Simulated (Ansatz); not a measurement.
**Sb: energy and pressure over a range of volumes**

The task here is to estimate one member of a computed series from the others.

Computed with Ansatz 0.2.0 (DFT PBE, scalar-relativistic, unless a step's input says otherwise).

### The starting structure

Symmetry: I4/mmm, No. 139, tetragonal system. The conventional cell has a = 3.010 Å, b = 3.010 Å, c = 4.960 Å, α = 90.00°, β = 90.00°, γ = 90.00°. Sb (site symmetry 4/mmm) has 12 Sb at 3.01 to 3.27 Å as nearest neighbours.

Structure file:

```
CELL_PARAMETERS angstrom
-1.50500 1.50500 2.48000
1.50500 -1.50500 2.48000
1.50500 1.50500 -2.48000
ATOMIC_POSITIONS crystal
Sb 0.00000 0.00000 0.00000
```

Set-up of the first run:

File input.yaml:

```yaml
crystal:
  lattice:
    - [-1.4742770936, 1.4742770936, 2.4293735496]
    - [1.4742770936, -1.4742770936, 2.4293735496]
    - [1.4742770936, 1.4742770936, -2.4293735496]
  atoms:
    - { symbol: Sb, position: [0.0, 0.0, 0.0] }
kpoints:
  mp_grid: { grid: [19, 19, 19] }
  band_path:
    path:
      - [0.0, 0.0, 0.0]
      - [0.0, 0.0, 0.5]
      - [0.25, 0.25, 0.25]
      - [0.0, 0.5, 0.0]
      - [0.0, 0.0, 0.0]
      - [0.5, 0.5, -0.5]
      - [0.3420681988, 0.6579318012, -0.3420681988]
      - [-0.3420681988, 0.3420681988, 0.3420681988]
      - [0.0, 0.0, 0.0]
    npoints: 5
scf:
  occupations: { method: fermi_dirac, width: 0.05 }
hamiltonian:
  xc: pbe
  pseudopotentials: { kind: all_electron, lapw: { basis_error: 0.00025 } }
output:
  forces: true
  stress: true
  eigenvalues: true
```

Run with:

```console
$ ansatz run input.yaml --threads 1 --pin off --max-ram 3072MiB --backend cpu --events-out ev --progress --plain --runs-dir out
```

Among the steps run: Volume × 0.94, LAPW; Volume × 0.94, PAW; Volume × 0.94, crystal datasets; Volume × 0.98, LAPW; Volume × 0.98, PAW; Volume × 0.98, crystal datasets; Volume × 1.01, LAPW; Volume × 1.01, PAW; Volume × 1.01, crystal datasets; Volume × 1.04, LAPW; Volume × 1.04, PAW; Volume × 1.04, crystal datasets.

One of the session's tables, all rows but one given; the rest of the session is left out.

It belongs to the step «The equation of state». 

```
          method  volume (Å³/atom)  pressure (GPa)
            LAPW            21.121           28.86
            LAPW            22.020           22.14
            LAPW            22.694           17.91
            LAPW            23.368           14.27
             PAW            21.121           28.86
             PAW            22.020           22.14
             PAW            22.694               ?
             PAW            23.368           14.27
crystal datasets            21.121           28.86
crystal datasets            22.020           22.14
crystal datasets            22.694           17.91
crystal datasets            23.368           14.27
```

**Question.** Estimate the row for PAW, 22.694.

As computed: pressure (GPa): 17.90. In the column «pressure (GPa)» it lies between crystal datasets, 23.368 (14.27) and LAPW, 22.694 (17.91).

Limits of these values: Warnings in the runs' records: gradients without spin orbit, crystal datasets made.
